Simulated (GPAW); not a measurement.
# Co5 on Ru4 0001: which magnetic order is lowest

Wanted: the moments of Co5 on Ru4 0001 and the energy of each order that was tried.

Program: GPAW 26.7.0. Level of theory: PBE; plane waves with GPAW's PAW setups, scalar-relativistic. Results are calculated unless marked as measured.

## Step 1: The structure

The cell holds 9 atoms: 4 Ru and 5 Co. Its edges and angles: a = 2.706 Å, b = 2.706 Å, c = 27.383 Å, α = 90.0°, β = 90.0°, γ = 120.0°. ideal sites on the substrate's mesh, layer spacings from atomic volumes, unrelaxed, 12 A of vacuum. Vacuum lies along c.

## Step 2: Start 1: ferro +++++

The parallel start comes first: it fits the smallest cell, keeps the most symmetry and shows whether parallel moments form.

Contents of order1.py:

```python
import json
import numpy as np
from ase import Atoms
from ase.parallel import paropen, parprint
from gpaw import GPAW

atoms = Atoms(['Ru', 'Ru', 'Ru', 'Ru', 'Co', 'Co', 'Co', 'Co', 'Co'],
    cell=[[2.706, 0.0, 0.0],
         [-1.353, 2.343465, 0.0],
         [0.0, 0.0, 27.383]],
    scaled_positions=[[0.0, 0.0, 0.219114],
         [0.333333, 0.666667, 0.297434],
         [0.0, 0.0, 0.375754],
         [0.333333, 0.666667, 0.454073],
         [0.0, 0.0, 0.525195],
         [0.333333, 0.666667, 0.589118],
         [0.0, 0.0, 0.65304],
         [0.333333, 0.666667, 0.716963],
         [0.0, 0.0, 0.780886]],
    pbc=True,
    magmoms=[0.0, 0.0, 0.0, 0.0, 1.8, 1.8, 1.8, 1.8, 1.8])
atoms.calc = GPAW(mode={'name': 'pw', 'ecut': 450},
    xc='PBE',
    kpts={'size': (18, 18, 1), 'gamma': True},
    occupations={'name': 'fermi-dirac', 'width': 0.05},
    convergence={'density': 1e-05, 'energy': 1e-05},
    maxiter=250,
    mixer={'name': 'pulay', 'beta': 0.03, 'nmaxold': 8, 'weight': 100},
    symmetry={'tolerance': 1e-4},
    txt='order1.txt')
e = atoms.get_potential_energy(force_consistent=True)
res = {'free_energy': e, 'energy_sigma0': atoms.get_potential_energy(), 'fermi_energy': atoms.calc.get_fermi_level()}
res['moments'] = atoms.get_magnetic_moments().tolist()
res['total'] = atoms.get_magnetic_moment()
parprint('site moments (muB):', np.round(res['moments'], 3))
parprint(f"total moment: {res['total']:.3f} muB")
parprint(f'free energy: {e:.6f} eV')
atoms.calc.write('order1.gpw')
with paropen('results.json', 'w') as f:
    json.dump(res, f)
```

Run with:

```sh
$ OMP_NUM_THREADS=1 mpirun -n 4 gpaw python order1.py > order1.log
```

Numbers of over 12 decimals in the logs are rounded to 6 here.

The program printed:

```text
site moments (muB): [-0.018  0.019 -0.054 -0.044  1.346  1.635  1.657  1.737  1.83 ]
total moment: 7.864 muB
free energy: -75.068919 eV

--- order1.txt ---
Input parameters:
  mode=PW(ecut=450),
  convergence={'density': 1e-05, 'energy': 1e-05},
  kpts=MonkhorstPack(size=(18, 18, 1), gamma=True),
  maxiter=250,
  mixer=Pulay(name='pulay', nmaxold=8, beta=0.03, weight=100, sigma=0.015, g_ss=None),
  occupations=Occupations(name='fermi-dirac', width=0.05),
  symmetry=Symmetry(tolerance=0.0001),
  xc=XC(name='PBE')

Diagonalizing LCAO Hamiltonian
Converting LCAO to pw mode

       Co

        Co

       Co
        Co

       Co

        Ru

       Ru

        Ru

       Ru

Atoms  # Å, Bohr magnetons
|   | symbol |         x |        y |         z |    initial magnetic moments |
|---|--------|-----------|----------|-----------|-----------------------------|
| 0 |     Ru |  0.000000 | 0.000000 |  5.999999 | ( 0.0000,  0.0000,  0.0000) |
| 1 |     Ru | -0.000001 | 1.562311 |  8.144635 | ( 0.0000,  0.0000,  0.0000) |
| 2 |     Ru |  0.000000 | 0.000000 | 10.289272 | ( 0.0000,  0.0000,  0.0000) |
| 3 |     Ru | -0.000001 | 1.562311 | 12.433881 | ( 0.0000,  0.0000,  0.0000) |
| 4 |     Co |  0.000000 | 0.000000 | 14.381415 | ( 0.0000,  0.0000,  1.8000) |
| 5 |     Co | -0.000001 | 1.562311 | 16.131818 | ( 0.0000,  0.0000,  1.8000) |
| 6 |     Co |  0.000000 | 0.000000 | 17.882194 | ( 0.0000,  0.0000,  1.8000) |
| 7 |     Co | -0.000001 | 1.562311 | 19.632598 | ( 0.0000,  0.0000,  1.8000) |
| 8 |     Co |  0.000000 | 0.000000 | 21.383001 | ( 0.0000,  0.0000,  1.8000) |

Unit cell  # Å
| periodic |         x |        y |         z |   lengths |     angles |
|----------|-----------|----------|-----------|-----------|------------|
|      yes |  2.706000 | 0.000000 |  0.000000 |  2.706000 |  90.000000 |
|      yes | -1.353000 | 2.343465 |  0.000000 |  2.706000 |  90.000000 |
|      yes |  0.000000 | 0.000000 | 27.383000 | 27.383000 | 119.999997 |

Number of symmetries: 6

BZ-sampling:
  Number of BZ points: 324
  Number of IBZ points: 37

  Monkhorst-Pack size: [18, 18, 1]
  Monkhorst-Pack shift: [0.027778, 0.027778, 0.0]

K-points  # in reciprocal-cell coordinates
|     |                                coordinates |     weight |
|-----|--------------------------------------------|------------|
|   0 | ( -0.00000000,  -0.00000000,   0.00000000) | 0.00308642 |
|   1 | (  0.05555556,  -0.00000000,   0.00000000) | 0.01851852 |
|   2 | (  0.11111111,  -0.05555556,   0.00000000) | 0.01851852 |
|   3 | (  0.11111111,  -0.00000000,   0.00000000) | 0.01851852 |
|   4 | (  0.16666667,  -0.05555556,   0.00000000) | 0.03703704 |
|   5 | (  0.16666667,  -0.00000000,   0.00000000) | 0.01851852 |
|   6 | (  0.22222222,  -0.11111111,   0.00000000) | 0.01851852 |
|   7 | (  0.22222222,  -0.05555556,   0.00000000) | 0.03703704 |
|   8 | (  0.22222222,  -0.00000000,   0.00000000) | 0.01851852 |
|   9 | (  0.27777778,  -0.11111111,   0.00000000) | 0.03703704 |
| ... |                                            |            |
|  36 | (  0.50000000,   0.50000000,   0.00000000) | 0.00925926 |

Plane wave coefficients: 3791
Cutoff: 450.000000 eV

Spin-components: 2 (collinear spins)
Bands:           75
Projectors:      54
Spin-degeneracy: 1
Datatype:        complex128

Parallelization:
  kpt:    4
  domain: 1
  band:   1

Density:
  Valence electrons: 109.0
  Components: 2
  Grid points: [ 14  14 135]
  Charge: 0.0  # |e|

Potential:
  Grid points: [ 14  14 135]

species:
  Ru:
    name:    Ruthenium
    Z:       44.0
    valence: 16
    core:    28
    charge:  0.0  # [|e|]
    compensation charges:
      type: gauss
      rc: 0.39  # [Å]
      lmax: 2
    cutoffs:
      filter: 2.16  # [Å]
      core: 1.30  # [Å]
    projectors
    | kind |    occ | energy [eV] | rcut [Å] |
    |------|--------|-------------|----------|
    |   4s |  2.000 |     -76.316 |    1.281 |
    |   5s |  1.000 |      -4.236 |    1.281 |
    |   4p |  6.000 |     -46.423 |    1.286 |
    |   5p |  0.000 |      -0.913 |    1.286 |
    |   4d |  7.000 |      -5.203 |    1.254 |
    |    d |        |      22.008 |    1.254 |

    Using partial waves for Ru as LCAO basis

  Co:
    name:    Cobalt
    Z:       27.0
    valence: 9
    core:    18
    charge:  0.0  # [|e|]
    compensation charges:
      type: gauss
      rc: 0.32  # [Å]
      lmax: 2
    cutoffs:
      filter: 1.87  # [Å]
      core: 2.55  # [Å]
    projectors
    | kind |    occ | energy [eV] | rcut [Å] |
    |------|--------|-------------|----------|
    |   4s |  2.000 |      -5.469 |    1.005 |
    |   4p |  0.000 |      -1.277 |    1.058 |
    |   3d |  7.000 |      -8.205 |    1.005 |
    |    s |        |      21.742 |    1.005 |
    |    p |        |      25.934 |    1.058 |
    |    d |        |      19.007 |    1.005 |

    Using partial waves for Co as LCAO basis

Reference energy: -682494.049460  # eV

eigensolver:
  PPCG
  Converge bands: occupied
  niter=2

density mixing:
  Pulay-Mixer
  Linear mixing parameters: 0.03
  Old densities: 8
  Fourier metric: weight=100, sigma=0.015

occupation numbers:
  Fermi-Dirac:
    width: 0.0500  # eV

poisson solver:
  ecut: 3600.000000  # eV

xc functional:
  name: PBE with 2 nearest neighbor stencil

convergence criteria:
- Maximum integral of absolute [dens]ity change: 1e-05 electrons / valence electron
- Maximum [total energy] change in last 3 cyles: 1e-05 eV / valence electron
- Maximum integral of absolute [eigenst]ate change: 4e-08 eV^2 / valence electron
maximum number of iterations: 250

SCF iterations
|iter     |      energy | eigst |  dens |  magmom |
|---------|-------------|-------|-------|---------|
|iter:   1|       0s |  -95.575042 | +0.31 |       |  +9.0135|
|iter:   2|      12s | -531.836684 | +1.39 | -0.58 |  +8.7799|
|iter:   3|      24s | -106.231435 | +0.75 | -0.22 |  +8.7332|
|iter:   4|      35s |  -80.668648 | +0.42 | -0.64 |  +8.7282|
|iter:   5|      47s |  -79.076965 | -0.69 | -0.90 |  +8.7366|
|iter:   6|      59s |  -77.735483 | -1.61 | -1.02 |  +8.7339|
|iter:   7|      70s |  -77.106945 | -2.26 | -1.11 |  +8.7217|
|iter:   8|      82s |  -76.286330 | -2.12 | -1.14 |  +8.6270|
|iter:   9|      94s |  -75.778358 | -2.03 | -1.20 |  +8.5031|
|iter:  10|     106s |  -75.034212 | -1.70 | -1.27 |  +8.3382|
[... 44 iterations left out ...]
|iter:  55|     572s |  -75.023150c| -7.69c| -4.55 |  +7.8636|
|iter:  56|     578s |  -75.023150c| -8.09c| -4.79 |  +7.8636|
|iter:  57|     584s |  -75.023150c| -8.42c| -4.83 |  +7.8636|
|iter:  58|     589s |  -75.023150c| -8.72c| -4.85 |  +7.8636|
|iter:  59|     595s |  -75.023150c| -8.90c| -4.87 |  +7.8636|
|iter:  60|     600s |  -75.023150c| -8.93c| -4.90 |  +7.8635|
|iter:  61|     606s |  -75.023151c| -8.95c| -4.94 |  +7.8636|
|iter:  62|     612s |  -75.023150c| -9.23c| -4.99 |  +7.8636|
|iter:  63|     617s |  -75.023151c| -8.72c| -4.99 |  +7.8638|
|iter:  64|     623s |  -75.023151c| -9.08c| -5.02c|  +7.8638|

Converged in 64 steps
Energy contributions relative to reference atoms: (reference = -682494.049460)

Energy contributions:
  Kinetic:          31.914818
  Coulomb:         -38.897923
  Zero:              0.500657
  External:          0.000000
  Xc:              -68.494935
  Entropy:          -0.091535
  Spinorbit:         0.000000
  ----------------------------
  Free energy:     -75.068919
  Extrapolated:    -75.023151

dipole moment: (-30.801316, -29.323306, 0.059711)  # |e|*Ang

Total magnetic moment: (0.000000, 0.000000, 7.863827)

Local magnetic moments
|        x |        y |         z |
|----------|----------|-----------|
| 0.000000 | 0.000000 | -0.017832 |  # Ru   0
| 0.000000 | 0.000000 |  0.019351 |  # Ru   1
| 0.000000 | 0.000000 | -0.054135 |  # Ru   2
| 0.000000 | 0.000000 | -0.044069 |  # Ru   3
| 0.000000 | 0.000000 |  1.346260 |  # Co   4
| 0.000000 | 0.000000 |  1.635362 |  # Co   5
| 0.000000 | 0.000000 |  1.657499 |  # Co   6
| 0.000000 | 0.000000 |  1.736803 |  # Co   7
| 0.000000 | 0.000000 |  1.830218 |  # Co   8

Fermi level: 5.845
Eigenvalues  # (at kpt = [-0.000, -0.000, 0.000])
| band index |      eig [eV] | occ [0-1] |      eig [eV] | occ [0-1] |
|------------|---------------|-----------|---------------|-----------|
|          0 |       -67.333 |     1.000 |       -67.329 |     1.000 |
|        ... |               |           |               |           |
|         51 |         4.235 |     1.000 |         5.337 |     1.000 |
|         52 |         4.235 |     1.000 |         5.612 |     0.990 |
|         53 |         4.738 |     1.000 |         5.801 |     0.707 |
|         54 |         4.738 |     1.000 |         5.801 |     0.707 |
|         55 |         4.801 |     1.000 |         5.939 |     0.131 |
|         56 |         5.035 |     1.000 |         6.192 |     0.001 |
|         57 |         5.035 |     1.000 |         6.192 |     0.001 |
|         58 |         5.172 |     1.000 |         6.238 |     0.000 |
|         59 |         5.172 |     1.000 |         6.507 |     0.000 |
|         60 |         5.279 |     1.000 |         6.507 |     0.000 |
|         61 |         5.279 |     1.000 |         6.808 |     0.000 |
|         62 |         5.991 |     0.051 |         6.808 |     0.000 |
|         63 |         6.054 |     0.015 |         6.839 |     0.000 |
|         64 |         6.054 |     0.015 |         6.850 |     0.000 |
|         65 |         6.731 |     0.000 |         6.850 |     0.000 |
|        ... |               |           |               |           |
|         74 |        15.161 |     0.000 |        15.310 |     0.000 |

No gap
No difference between direct/indirect transitions
```

Elapsed: 11 min, on 4 MPI ranks of Arm Neoverse V1, shared host; peak memory 1.3 GiB.

Spin moment in the augmentation sphere by atom:

```csv
atom,spin moment in the augmentation sphere (μB)
Ru1,-0.02
Ru2,0.02
Ru3,-0.05
Ru4,-0.04
Co5,1.35
Co6,1.64
Co7,1.66
Co8,1.74
Co9,1.83
```

Numbers from this step:

| Quantity | Value |
| --- | --- |
| magnetization | 7.864 μB |
| final state | ferromagnetic |

After 64 cycles the largest moment stands at 1.83 μB.

## Step 3: Order 2, typed as ferri ++++-

Another pattern of signs weighs the neighbour shells otherwise.

order2.py is the script of step 2 with these lines changed:

```diff
@@ -20,3 +20,3 @@
     pbc=True,
-    magmoms=[0.0, 0.0, 0.0, 0.0, 1.8, 1.8, 1.8, 1.8, 1.8])
+    magmoms=[0.0, 0.0, 0.0, 0.0, 1.8, 1.8, 1.8, 1.8, -1.8])
 atoms.calc = GPAW(mode={'name': 'pw', 'ecut': 450},
@@ -29,3 +29,3 @@
     symmetry={'tolerance': 1e-4},
-    txt='order1.txt')
+    txt='order2.txt')
 e = atoms.get_potential_energy(force_consistent=True)
@@ -37,3 +37,3 @@
 parprint(f'free energy: {e:.6f} eV')
-atoms.calc.write('order1.gpw')
+atoms.calc.write('order2.gpw')
 with paropen('results.json', 'w') as f:
```

Run with:

```sh
$ OMP_NUM_THREADS=1 mpirun -n 4 gpaw python order2.py > order2.log
```

The program printed:

```text
gpaw.KohnShamConvergenceError

--- order2.txt ---
Input parameters:
  mode=PW(ecut=450),
  convergence={'density': 1e-05, 'energy': 1e-05},
  kpts=MonkhorstPack(size=(18, 18, 1), gamma=True),
  maxiter=250,
  mixer=Pulay(name='pulay', nmaxold=8, beta=0.03, weight=100, sigma=0.015, g_ss=None),
  occupations=Occupations(name='fermi-dirac', width=0.05),
  symmetry=Symmetry(tolerance=0.0001),
  xc=XC(name='PBE')

Diagonalizing LCAO Hamiltonian
Converting LCAO to pw mode

       Co

        Co

       Co
        Co

       Co

        Ru

       Ru

        Ru

       Ru

Atoms  # Å, Bohr magnetons
|   | symbol |         x |        y |         z |    initial magnetic moments |
|---|--------|-----------|----------|-----------|-----------------------------|
| 0 |     Ru |  0.000000 | 0.000000 |  5.999999 | ( 0.0000,  0.0000,  0.0000) |
| 1 |     Ru | -0.000001 | 1.562311 |  8.144635 | ( 0.0000,  0.0000,  0.0000) |
| 2 |     Ru |  0.000000 | 0.000000 | 10.289272 | ( 0.0000,  0.0000,  0.0000) |
| 3 |     Ru | -0.000001 | 1.562311 | 12.433881 | ( 0.0000,  0.0000,  0.0000) |
| 4 |     Co |  0.000000 | 0.000000 | 14.381415 | ( 0.0000,  0.0000,  1.8000) |
| 5 |     Co | -0.000001 | 1.562311 | 16.131818 | ( 0.0000,  0.0000,  1.8000) |
| 6 |     Co |  0.000000 | 0.000000 | 17.882194 | ( 0.0000,  0.0000,  1.8000) |
| 7 |     Co | -0.000001 | 1.562311 | 19.632598 | ( 0.0000,  0.0000,  1.8000) |
| 8 |     Co |  0.000000 | 0.000000 | 21.383001 | ( 0.0000,  0.0000, -1.8000) |

Number of symmetries: 6

BZ-sampling:
  Number of BZ points: 324
  Number of IBZ points: 37

  Monkhorst-Pack size: [18, 18, 1]
  Monkhorst-Pack shift: [0.027778, 0.027778, 0.0]

Plane wave coefficients: 3791
Cutoff: 450.000000 eV

Spin-components: 2 (collinear spins)
Bands:           73
Projectors:      54
Spin-degeneracy: 1
Datatype:        complex128

Parallelization:
  kpt:    4
  domain: 1
  band:   1

Density:
  Valence electrons: 109.0
  Components: 2
  Grid points: [ 14  14 135]
  Charge: 0.0  # |e|

Potential:
  Grid points: [ 14  14 135]

[... setups left out ...]
Reference energy: -682494.049460  # eV

convergence criteria:
- Maximum integral of absolute [dens]ity change: 1e-05 electrons / valence electron
- Maximum [total energy] change in last 3 cyles: 1e-05 eV / valence electron
- Maximum integral of absolute [eigenst]ate change: 4e-08 eV^2 / valence electron
maximum number of iterations: 250

SCF iterations
|iter     |      energy | eigst |  dens |  magmom |
|---------|-------------|-------|-------|---------|
|iter:   1|       0s |  -95.648461 | +0.32 |       |  +5.4081|
|iter:   2|      11s | -522.903938 | +1.43 | -0.59 |  +5.2701|
|iter:   3|      23s | -115.316137 | +0.73 | -0.23 |  +5.2505|
|iter:   4|      34s |  -82.168388 | +0.41 | -0.61 |  +5.2498|
|iter:   5|      46s |  -79.468845 | -0.47 | -0.86 |  +5.2463|
|iter:   6|      57s |  -78.681099 | -1.62 | -1.00 |  +5.2439|
[...]
[... 230 iterations left out ...]
[...]
|iter: 247|    2709s |  -74.600516 | -3.65 | -2.42 |  +4.0554|
|iter: 248|    2720s |  -74.611194 | -3.96 | -2.30 |  +3.9005|
|iter: 249|    2730s |  -74.623710 | -3.72 | -2.39 |  +3.6847|
|iter: 250|    2741s |  -74.611196 | -3.69 | -2.52 |  +3.9066|
```

The job ended after 46 min (4 MPI ranks; peak memory 1.3 GiB).

No converged result was reached; the numbers in the log don't describe the system.

A smaller mixing step or another start is the usual next try.

## Step 4: Start 3: no spin polarisation

A run without seeds gives the energy of the state without moments.

nospin.py is the script of step 3 with these lines changed:

```diff
@@ -19,4 +19,3 @@
          [0.0, 0.0, 0.780886]],
-    pbc=True,
-    magmoms=[0.0, 0.0, 0.0, 0.0, 1.8, 1.8, 1.8, 1.8, -1.8])
+    pbc=True)
 atoms.calc = GPAW(mode={'name': 'pw', 'ecut': 450},
@@ -29,11 +28,7 @@
     symmetry={'tolerance': 1e-4},
-    txt='order2.txt')
+    txt='nospin.txt')
 e = atoms.get_potential_energy(force_consistent=True)
 res = {'free_energy': e, 'energy_sigma0': atoms.get_potential_energy(), 'fermi_energy': atoms.calc.get_fermi_level()}
-res['moments'] = atoms.get_magnetic_moments().tolist()
-res['total'] = atoms.get_magnetic_moment()
-parprint('site moments (muB):', np.round(res['moments'], 3))
-parprint(f"total moment: {res['total']:.3f} muB")
 parprint(f'free energy: {e:.6f} eV')
-atoms.calc.write('order2.gpw')
+atoms.calc.write('nospin.gpw')
 with paropen('results.json', 'w') as f:
```

Run with:

```sh
$ OMP_NUM_THREADS=1 mpirun -n 4 gpaw python nospin.py > nospin.log
```

The program printed:

```text
free energy: -73.929395 eV

--- nospin.txt ---
Input parameters:
  mode=PW(ecut=450),
  convergence={'density': 1e-05, 'energy': 1e-05},
  kpts=MonkhorstPack(size=(18, 18, 1), gamma=True),
  maxiter=250,
  mixer=Pulay(name='pulay', nmaxold=8, beta=0.03, weight=100, sigma=0.015, g_ss=None),
  occupations=Occupations(name='fermi-dirac', width=0.05),
  symmetry=Symmetry(tolerance=0.0001),
  xc=XC(name='PBE')

[...]
|        ... |               |           |
|         50 |         4.830 |     2.000 |
|         51 |         4.830 |     2.000 |
|         52 |         4.885 |     2.000 |
|         53 |         4.968 |     2.000 |
[...]
|         63 |         6.051 |     0.002 |
|         64 |         6.069 |     0.001 |
|         65 |         6.603 |     0.000 |
|        ... |               |           |
|         69 |         6.823 |     0.000 |

No gap
No difference between direct/indirect transitions

[key lines of the parts left out:]
Free energy:     -73.929395
Converged in 54 steps
dipole moment: (-30.796317, -29.341284, 0.009736)  # |e|*Ang
Fermi level: 5.703
```

The job ended after 4.6 min (4 MPI ranks; peak memory 1.1 GiB).

Numbers from this step:

| Item | Value |
| --- | --- |
| final state | non-magnetic (no spin polarisation) |

It lies 228 meV a seeded atom over the first start.

## Step 5: Energies of the orders

These are free energies at a smearing of 0.05 eV, so its entropy term is in the differences. They are divided by the number of seeded atoms, so that cells of unlike size compare.

Orders:

```csv
start,final state,typed order kept,energy over the lowest (meV a seeded atom),largest site moment (μB),net moment (μB a primitive cell),mesh matched,CPU time (s)
ferro +++++,ferromagnetic,yes,0,1.83,7.864,yes,2587
no spin polarisation,non-magnetic,-,227.9,0,0,yes,1101
```

## Step 6: What came out

```
lower run                          : with moments
largest site moment                : 1.83 μB
next state                         : non-magnetic, 228 meV a seeded atom higher
energy gained by spin polarisation : 228 meV a seeded atom
```

No opposed order could be compared. The parallel start holds moments up to 1.83 μB. 1 start gave no converged result and is missing from the ranking; a lower order may hide there. No antiferromagnetic order was obtained, so the session says nothing on how the moments order.

[Logs and program files are shortened in this print: banners, set-up blocks, solver, clock and traceback lines can be left out without a mark of their own.]

[Logs are printed without paths, hosts, clocks, repeated set-up lines and the standing remarks that a program may print on its own settings, such as how far it seeks lower states.]

[Hosts, paths, dates, database ids (printed as entryN), source tags and the programs' standing remarks are cut or masked in the printed files.]

[Where a cell is said to come from a database of computed structures, the database is the Materials Project.]
